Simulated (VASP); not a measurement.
A run of VASP 6.6.1:

Contents of INCAR:

```
PREC = Accurate
ENCUT = 520
EDIFF = 1E-7
ISMEAR = -1
SIGMA = 0.05
LREAL = F
LASPH = T
NELM = 80
ALGO = Normal
ISIF = 2
LWAVE = F
LCHARG = F
GGA = PE
NBANDS = 14
```

The input KPOINTS:

```
Automatic mesh
0
Gamma
  9 9 9
```

POSCAR

```
Si2N
1.0
   -2.0455600000      2.0455600000      2.3983700000
    2.0455600000     -2.0455600000      2.3983700000
    2.0455600000      2.0455600000     -2.3983700000
Si N
2 1
Direct
    0.7337650000      0.2397500000      0.5010000000
    0.2605880000      0.7504870000      0.5149670000
   -0.0086780000     -0.0056650000      0.0066180000
```

Potentials or basis: VASP PAW PBE potentials, release 64 (Si, N).

Command:

```sh
$ cat potpaw_PBE.64/Si/POTCAR potpaw_PBE.64/N/POTCAR > POTCAR
$ mpirun -np 1 vasp_std > vasp.out
```

Hardware: 1 thread of Intel(R) Xeon(R) 6975P-C (Granite Rapids) (shared host).

Task: How long does it take, and how much memory?

Result: Wall time 74 s on 1 thread of Intel(R) Xeon(R) 6975P-C (Granite Rapids), with other jobs on the host, peak memory 0.28 GiB. Counts: scf iterations 15, k points 365.
